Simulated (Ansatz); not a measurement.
MoS2 (layers cut from the bulk crystal), computed twice by G0W0.

The cell holds 6 atoms: 4 S and 2 Mo. Its edges and angles: a = 3.116 Å, b = 3.116 Å, c = 41.100 Å, α = 90.0°, β = 90.0°, γ = 120.0°. It derives from MoS2. Regions: layer 1, 3 atoms (2 S and 1 Mo); layer 2, 3 atoms (2 S and 1 Mo). Vacuum lies along c.

```xyz
6
Lattice="3.1159 0.0000 0.0000 -1.5580 2.6985 0.0000 0.0000 0.0000 41.1000" Properties=species:S:1:pos:R:3
S     1.9475    0.6746   16.0826
Mo   -1.1685    2.4736   17.6451
S     1.9475    0.6746   19.2068
S    -1.1685    2.4736   21.8938
Mo    0.3895    1.5741   23.4532
S    -1.1685    2.4736   25.0174
```

The structure was relaxed with PBEsol-D3(BJ). The runs that relaxed it are not among those shown. PAW set soft_2, made with PBE.

The first (Ansatz 0.2.0; start PBEsol, 9×9×1 mesh, 459 empty bands, screening to 70 eV; 1 × NVIDIA H100 80GB HBM3 (shared by 6 runs) with 3 threads of AMD EPYC 7R13 (Zen 3), shared host) gave, on its mesh: starting gap 1.06 eV, G0W0 gap 1.63 eV, mean of 1 + 4πα/V (set by the cell height) 3.90, 2.3 min.

**Question.** The second changes empty bands from 459 to 183 and screening cutoff (eV) from 70.0 to 38. What does it give?

It gave: starting gap 1.06 eV, G0W0 gap 1.58 eV, mean of 1 + 4πα/V (set by the cell height) 3.92, 49 s. The G0W0 gap moves by −0.05 eV, +0.00 eV from the start and −0.05 eV from the correction. Σc changes by +0.37 eV at the valence top and +0.32 eV at the conduction bottom, and Σx − Vxc between them by −0.0001 eV.

Limits: not at the basis limit; coarse mesh for a sheet; no spin-orbit coupling.

[Paths, hosts, dates, memory and timing lines, banners, echoed tables and standing remarks are left out of the program output.]

[Logs are printed without paths, hosts, clocks, repeated set-up lines and the standing remarks that a program may print on its own settings, such as how far it seeks lower states.]

[Runs of the session that timed out or met a known fault of the program may be left out.]

[Cells called generated may have been cut or substituted from an entry of the Crystallography Open Database or the Materials Project.]

[Hosts, paths, dates, database ids (printed as entryN), source tags and the programs' standing remarks are cut or masked in the printed files.]
